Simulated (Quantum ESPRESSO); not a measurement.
# CuO (P-1) in Quantum ESPRESSO: single point with PBE

Aim: the single point of CuO with PBE.

Everything below comes from runs of Quantum ESPRESSO 7.5. Logs are shortened: lines on timing, memory, paths and dates and some standing lists are left out, and cuts for length are marked.

## (1) Starting point

The typed cell holds 4 atoms: a = 2.880 Å, b = 2.880 Å, c = 5.176 Å, α = 89.81°, β = 89.81°, γ = 89.22°.

The cell comes from a database or a generator and needn't be the stable form of this composition.

## (2) Single point, PBE

run.py

```python
import numpy as np
from ase.calculators.espresso import Espresso, EspressoProfile
from ase import Atoms

atoms = Atoms(['Cu', 'Cu', 'O', 'O'],
              cell=[[2.8795009639, 0.0, 0.0], [0.039072758, 2.8792794796, 0.0], [0.0174953863, 0.0172449008, 5.1763391994]],
              scaled_positions=[[0.0, 0.5, 0.0], [0.5, 0.0, 0.5], [0.99842397, 0.00167178, 0.7498871], [0.00157603, 0.99832822, 0.2501129]],
              pbc=True)

input_data = {
    'control': {'calculation': 'scf', 'prefix': 'pwscf', 'outdir': './tmp', 'tprnfor': True, 'tstress': True, 'disk_io': 'nowf'},
    'system': {'ecutwfc': 55.0, 'ecutrho': 440.0, 'nbnd': 25, 'occupations': 'smearing', 'smearing': 'fd', 'degauss': 0.00367493},
    'electrons': {'conv_thr': 8e-10, 'electron_maxstep': 120, 'mixing_beta': 0.5},
}
pseudopotentials = {'O': 'O.pbe-n-kjpaw_psl.0.1.UPF', 'Cu': 'Cu.paw.z_11.ld1.psl.v1.0.0-low.upf'}
profile = EspressoProfile(command='pw.x', pseudo_dir='pseudo')
dft = Espresso(profile=profile, input_data=input_data, pseudopotentials=pseudopotentials, kpts=(9, 9, 5), koffset=(0, 0, 0))
atoms.calc = dft

print(f'energy {atoms.get_potential_energy():.8f} eV')
print('forces (eV/A)')
print(np.round(atoms.get_forces(), 6))
print('stress (eV/A^3, Voigt)')
print(np.round(atoms.get_stress(), 8))
print(f'Fermi level {dft.get_fermi_level():.4f} eV')
```

Potentials or basis: SSSP 1.3 efficiency PBE.

The run is started by

```sh
> OMP_NUM_THREADS=2 python run.py
```

What it wrote:

```text
energy -6930.81283082 eV
forces (eV/A)
[[ 0.        0.        0.      ]
 [ 0.        0.        0.      ]
 [ 0.003195 -0.004736  0.010209]
 [-0.003195  0.004736 -0.010209]]
stress (eV/A^3, Voigt)
[-3.888581e-02 -3.857272e-02 -2.808920e-02 -1.083400e-04 -2.020000e-05
  2.671800e-04]
Fermi level 9.1741 eV
```

espresso.pwi:

```text
&CONTROL
   calculation      = 'scf'
   tstress          = .true.
   tprnfor          = .true.
   outdir           = './tmp'
   prefix           = 'pwscf'
   disk_io          = 'nowf'
   pseudo_dir       = 'pseudo'
/
&SYSTEM
   nbnd             = 25
   ecutwfc          = 55.0
   ecutrho          = 440.0
   occupations      = 'smearing'
   degauss          = 0.00367493
   smearing         = 'fd'
   ntyp             = 2
   nat              = 4
   ibrav            = 0
/
&ELECTRONS
   electron_maxstep = 120
   conv_thr         = 8e-10
   mixing_beta      = 0.5
/
&IONS
/
&CELL
/
&FCP
/
&RISM
/
ATOMIC_SPECIES
Cu 63.546 Cu.paw.z_11.ld1.psl.v1.0.0-low.upf
O 15.999 O.pbe-n-kjpaw_psl.0.1.UPF

K_POINTS automatic
9 9 5  0 0 0

CELL_PARAMETERS angstrom
2.87950096390000 0.00000000000000 0.00000000000000
0.03907275800000 2.87927947960000 0.00000000000000
0.01749538630000 0.01724490080000 5.17633919940000

ATOMIC_POSITIONS angstrom
Cu 0.0195363790 1.4396397398 0.0000000000  
Cu 1.4484981751 0.0086224504 2.5881695997  
O 2.8881476695 0.0177452505 3.8816699909  
O 0.0479214387 2.8787791299 1.2946692085
```

espresso.pwo:

```text
This program is part of the open-source Quantum ESPRESSO suite
     for quantum simulation of materials; please cite
         "P. Giannozzi et al., J. Phys.:Condens. Matter 21 395502 (2009);
         "P. Giannozzi et al., J. Phys.:Condens. Matter 29 465901 (2017);
         "P. Giannozzi et al., J. Chem. Phys. 152 154105 (2020);
     in publications or presentations arising from this work. More details at

Warning: card &CELL ignored
Warning: card &FCP ignored
Warning: card &RISM ignored

     file Cu.paw.z_11.ld1.psl.v1.0.0-low.upf: wavefunction(s)  4S 3D renormalized
     file O.pbe-n-kjpaw_psl.0.1.UPF: wavefunction(s)  2P renormalized
     Message from routine setup:
     using ibrav=0 with symmetry is DISCOURAGED, use correct ibrav instead

     G-vector sticks info
     --------------------
     sticks:   dense  smooth     PW     G-vecs:    dense   smooth      PW
     Sum        1041     513    159                45155    15969    2663

     Using Slab Decomposition

     bravais-lattice index     =            0
     lattice parameter (alat)  =       5.4415  a.u.
     unit-cell volume          =     289.6146 (a.u.)^3
     number of atoms/cell      =            4
     number of atomic types    =            2
     number of electrons       =        34.00
     number of Kohn-Sham states=           25
     kinetic-energy cutoff     =      55.0000  Ry
     charge density cutoff     =     440.0000  Ry
     scf convergence threshold =      8.0E-10
     mixing beta               =       0.5000
     number of iterations used =            8  plain     mixing
     Exchange-correlation= SLA  PW   PBX  PBC
                           (   1   4   3   4   0   0   0)

     celldm(1)=   5.441468  celldm(2)=   0.000000  celldm(3)=   0.000000
     celldm(4)=   0.000000  celldm(5)=   0.000000  celldm(6)=   0.000000

     crystal axes: (cart. coord. in units of alat)
               a(1) = (   1.000000   0.000000   0.000000 )
               a(2) = (   0.013569   0.999923   0.000000 )
               a(3) = (   0.006076   0.005989   1.797651 )

     reciprocal axes: (cart. coord. in units 2 pi/alat)
               b(1) = (  1.000000 -0.013570 -0.003335 )
               b(2) = (  0.000000  1.000077 -0.003332 )
               b(3) = (  0.000000  0.000000  0.556281 )

     PseudoPot. # 1 for Cu read from file:
     Cu.paw.z_11.ld1.psl.v1.0.0-low.upf
     Pseudo is Projector augmented-wave + core cor, Zval = 11.0
     Generated using &quot;atomic&quot; code by A. Dal Corso  v.6.3MaX
     Shape of augmentation charge: PSQ
     Using radial grid of 1199 points,  6 beta functions with:
                l(1) =   0
                l(2) =   0
                l(3) =   1
                l(4) =   1
                l(5) =   2
                l(6) =   2
     Q(r) pseudized with 0 coefficients

     PseudoPot. # 2 for O  read from file:
     O.pbe-n-kjpaw_psl.0.1.UPF
     Pseudo is Projector augmented-wave + core cor, Zval =  6.0
     Generated using "atomic" code by A. Dal Corso  v.5.0.99 svn rev. 10869
     Shape of augmentation charge: BESSEL
     Using radial grid of 1095 points,  4 beta functions with:
                l(1) =   0
                l(2) =   0
                l(3) =   1
                l(4) =   1
     Q(r) pseudized with 0 coefficients

     atomic species   valence    mass     pseudopotential
     Cu               11.00    63.54600     Cu( 1.00)
     O                 6.00    15.99900     O ( 1.00)

      2 Sym. Ops., with inversion, found

   Cartesian axes

     site n.     atom                  positions (alat units)
         1        Cu     tau(   1) = (   0.0067846   0.4999615   0.0000000  )
         2        Cu     tau(   2) = (   0.5030379   0.0029944   0.8988257  )
         3        O      tau(   3) = (   1.0030028   0.0061626   1.3480357  )
         4        O      tau(   4) = (   0.0166423   0.9997493   0.4496158  )

     number of k points=   203  Fermi-Dirac smearing, width (Ry)=  0.0037

     Number of k-points >= 100: set verbosity='high' to print them.

     Dense  grid:    45155 G-vectors     FFT dimensions: (  40,  40,  72)

     Smooth grid:    15969 G-vectors     FFT dimensions: (  25,  25,  48)

     Initial potential from superposition of free atoms

     starting charge      33.9995, renormalised to      34.0000
     Starting wfcs are   26 randomized atomic wfcs

     Self-consistent Calculation

     iteration #  1     ecut=    55.00 Ry     beta= 0.50
     Davidson diagonalization with overlap
     ethr =  1.00E-02,  avg # of iterations =  4.3

     total energy              =    -508.89075900 Ry
     estimated scf accuracy    <       1.05971681 Ry

     iteration #  2     ecut=    55.00 Ry     beta= 0.50
     Davidson diagonalization with overlap
     ethr =  3.12E-03,  avg # of iterations =  2.0

     total energy              =    -509.10534883 Ry
     estimated scf accuracy    <       1.98613405 Ry

     iteration #  3     ecut=    55.00 Ry     beta= 0.50
     Davidson diagonalization with overlap
     ethr =  3.12E-03,  avg # of iterations =  2.0

     total energy              =    -509.40266388 Ry
     estimated scf accuracy    <       0.01332795 Ry

     iteration #  4     ecut=    55.00 Ry     beta= 0.50
     Davidson diagonalization with overlap
     ethr =  3.92E-05,  avg # of iterations =  4.6

     total energy              =    -509.40494011 Ry
     estimated scf accuracy    <       0.00271083 Ry

     iteration #  5     ecut=    55.00 Ry     beta= 0.50
     Davidson diagonalization with overlap
     ethr =  7.97E-06,  avg # of iterations =  2.9

     total energy              =    -509.40318647 Ry
     estimated scf accuracy    <       0.04216494 Ry

     iteration #  6     ecut=    55.00 Ry     beta= 0.50
     Davidson diagonalization with overlap
     ethr =  7.97E-06,  avg # of iterations =  2.0

     total energy              =    -509.40537666 Ry
     estimated scf accuracy    <       0.00017851 Ry

     iteration #  7     ecut=    55.00 Ry     beta= 0.50
     Davidson diagonalization with overlap
     ethr =  5.25E-07,  avg # of iterations =  1.7

     total energy              =    -509.40539011 Ry
     estimated scf accuracy    <       0.00000583 Ry

     iteration #  8     ecut=    55.00 Ry     beta= 0.50
     Davidson diagonalization with overlap
     ethr =  1.72E-08,  avg # of iterations =  2.6

     total energy              =    -509.40539179 Ry
     estimated scf accuracy    <       0.00000037 Ry

     iteration #  9     ecut=    55.00 Ry     beta= 0.50
     Davidson diagonalization with overlap
     ethr =  1.08E-09,  avg # of iterations =  3.2

     total energy              =    -509.40539187 Ry
     estimated scf accuracy    <       0.00000004 Ry

     iteration # 10     ecut=    55.00 Ry     beta= 0.50
     Davidson diagonalization with overlap
     ethr =  1.04E-10,  avg # of iterations =  2.5

     total energy              =    -509.40539188 Ry
     estimated scf accuracy    <          1.9E-09 Ry

     iteration # 11     ecut=    55.00 Ry     beta= 0.50
     Davidson diagonalization with overlap
     ethr =  5.53E-12,  avg # of iterations =  2.3

     End of self-consistent calculation

     Number of k-points >= 100: set verbosity='high' to print the bands.

     the Fermi energy is     9.1741 ev

!    total energy              =    -509.40539188 Ry
     total all-electron energy =     -6920.858709 Ry
     estimated scf accuracy    <          4.3E-11 Ry
     smearing contrib. (-TS)   =      -0.00142170 Ry
     internal energy E=F+TS    =    -509.40397018 Ry

     The total energy is F=E-TS. E is the sum of the following terms:
     one-electron contribution =     -94.90187279 Ry
     hartree contribution      =      86.94119546 Ry
     xc contribution           =    -103.97275708 Ry
     ewald contribution        =    -198.71838554 Ry
     one-center paw contrib.   =    -198.75215023 Ry

     convergence has been achieved in  11 iterations

     Forces acting on atoms (cartesian axes, Ry/au):

     atom    1 type  1   force =     0.00000000    0.00000000    0.00000000
     atom    2 type  1   force =     0.00000000    0.00000000    0.00000000
     atom    3 type  2   force =     0.00012427   -0.00018422    0.00039705
     atom    4 type  2   force =    -0.00012427    0.00018422   -0.00039705

     Total force =     0.000643     Total SCF correction =     0.000001

     Computing stress (Cartesian axis) and pressure

          total   stress  (Ry/bohr**3)                   (kbar)     P=       56.37
   0.00042352  -0.00000291   0.00000022           62.30       -0.43        0.03
  -0.00000291   0.00042011   0.00000118           -0.43       61.80        0.17
   0.00000022   0.00000118   0.00030593            0.03        0.17       45.00

=------------------------------------------------------------------------------=
   JOB DONE.
=------------------------------------------------------------------------------=
```

Wall time 5.4 min (2 threads of Arm Neoverse V1, shared host); peak memory 0.35 GiB.

Results:

* Free energy: -6930.8134 eV
* Pressure: 5.6 GPa
* Largest force: 0.012 eV/Å
* Band gap on the k mesh: none (metal or under the smearing width)

Forces in eV/Å, atoms in the order of the input:
```
Cu   0.000  0.000  0.000
Cu   0.000  0.000  0.000
O    0.003 -0.005  0.010
O   -0.003  0.005 -0.010
```

Levels at points of the mesh, in eV from the Fermi level:
| k point | band 13 | band 14 | band 15 | band 16 | band 17 | band 18 | band 19 | band 20 | band 21 | band 22 |
| --- | --- | --- | --- | --- | --- | --- | --- | --- | --- | --- |
| (0.00, 0.00, 0.00) | -2.46 | -2.42 | -2.34 | -2.05 | 0.67 | 0.70 | 1.48 | 6.19 | 7.33 | 13.64 |

Caveat: the run has no spin polarisation, though such a crystal can be magnetic; semilocal functionals often make such compounds metallic where correlation or magnetic order opens a gap, which also shifts bond lengths.

## (3) For comparison

An earlier run on the cell as given: functional PBE; potentials or basis SSSP 1.3 efficiency PBE; cutoff 748 eV; density cutoff 5987 eV; k mesh 9 × 9 × 5; occupations fermi-dirac, width 0.05 eV; no spin polarisation.

* Pressure: 5.6 GPa
* Largest force: 0.012 eV/Å
* Band gap on the k mesh: none (metal or under the smearing width)
